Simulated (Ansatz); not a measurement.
A run of Ansatz 0.2.0 is set up as follows.

File input:

```
crystal:
  lattice:
    - [-3.045603, 3.045603, 1.55941]
    - [3.045603, -3.045603, 1.55941]
    - [3.045603, 3.045603, -1.55941]
  atoms:
    - { symbol: Hg, position: [0.75, 0.25, 0.5] }
    - { symbol: Te, position: [0.0, 0.0, 0.0] }
hamiltonian:
  xc:
    exchange: hjs_pbesol
    correlation: pbesol
    exx: { coeff: 0.25, omega: 0.207 }
  pseudopotentials: { kind: paw }
kpoints:
  mp_grid: { grid: [5, 5, 5] }
  band_path:
    path:
      - [[0.0, 0.0, 0.0], [0.0, 0.0, 0.5], [-0.5, 0.5, 0.5], [0.0, 0.0, 0.0], [0.3155411497, 0.3155411497, -0.3155411497], [0.25, 0.25, 0.25], [0.0, 0.5, 0.0], [-0.3155411497, 0.6844588503, 0.3155411497], [-0.5, 0.5, 0.5]]
      - [[0.0, 0.0, 0.5], [0.25, 0.25, 0.25]]
    npoints: 4
scf:
  occupations: { method: fermi_dirac, width: 0.05 }
  n_extra_bands: 6
output:
  forces: true
  stress: true
  eigenvalues: true
  fatbands: false
  write_density: true
  write_potential: true
  elf: true
  volumetric_format: npy
```

(1) Estimate the band gap on the k mesh.

(2) Estimate the pressure.

Answers

(1) none (metal or under the smearing width).

(2) -3.6 GPa.

Caveat: the k mesh is coarse (spacing up to 0.45 Å⁻¹), so the values aren't converged, least of all with exact exchange; spin-orbit coupling is left out, which moves the levels of the heavy elements; the PAW data sets come from PBE, with cores solved anew for the run's functional, which leaves a small shift of forces and pressure; the thresholds are loose for stress.
